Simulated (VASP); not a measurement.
Here is a VASP 6.6.1 calculation.

Contents of INCAR:

```
SYSTEM = MoS2
PREC = Accurate
ENCUT = 600
EDIFF = 1E-7
ISMEAR = 0
SIGMA = 0.05
LREAL = .FALSE.
LASPH = .TRUE.
NELM = 100
ALGO = Normal
ISIF = 3
LWAVE = .FALSE.
LCHARG = .FALSE.
IBRION = 2
NSW = 40
EDIFFG = -0.005
KPAR = 2
```

Contents of KPOINTS:

```
regular mesh
0
G
  12 12 3
  0 0 0
```

The input POSCAR:

```
MoS2
1.0
    3.1690000000      0.0000000000      0.0000000000
   -1.5845000000      2.7444345046      0.0000000000
    0.0000000000      0.0000000000     12.3240000000
Mo S
2 4
Direct
    0.3333333333      0.6666666667      0.2500000000
    0.6666666667      0.3333333333      0.7500000000
    0.3333333333      0.6666666667      0.6230000000
    0.6666666667      0.3333333333      0.1230000000
    0.3333333333      0.6666666667      0.8770000000
    0.6666666667      0.3333333333      0.3770000000
```

Potentials or basis: VASP PAW LDA potentials, release 64 (Mo_sv, S).

Launch:

```bash
$ cat potpaw_LDA.64/Mo_sv/POTCAR potpaw_LDA.64/S/POTCAR > POTCAR
$ mpirun -np 2 vasp_std > vasp.out
```

Problem. Estimate the relaxed cell.

Solution. a = 3.124 Å, b = 3.124 Å, c = 12.072 Å, α = 90.00°, β = 90.00°, γ = 120.00°.

Problem. Predict the space group after relaxing (to 0.05 Å).

Solution. P6_3/mmc (No. 194).

Problem. What does it give for the relaxed volume?

Solution. 17.00 Å³/atom.

Step by step:
```tsv
step	energy change (eV)	largest force (eV/Å)	pressure (GPa)	volume (Å³)
1	0.0000	0.4649	-5.53	107.18
2	0.2121	1.6243	12.90	97.90
3	-0.0641	0.1473	-0.36	104.03
4	-0.0642	0.1609	-0.23	103.97
5	-0.0691	0.0355	-0.07	103.40
6	-0.0691	0.0365	-0.07	103.41
7	-0.0696	0.0349	-0.06	103.28
8	-0.0709	0.0302	-0.01	102.91
9	-0.0722	0.0202	0.10	102.16
10	-0.0723	0.0172	0.13	101.95
11	-0.0702	0.1328	-1.01	102.36
12	-0.0723	0.0004	0.00	102.00
```

 LDA usually gives volumes a few per cent too small.
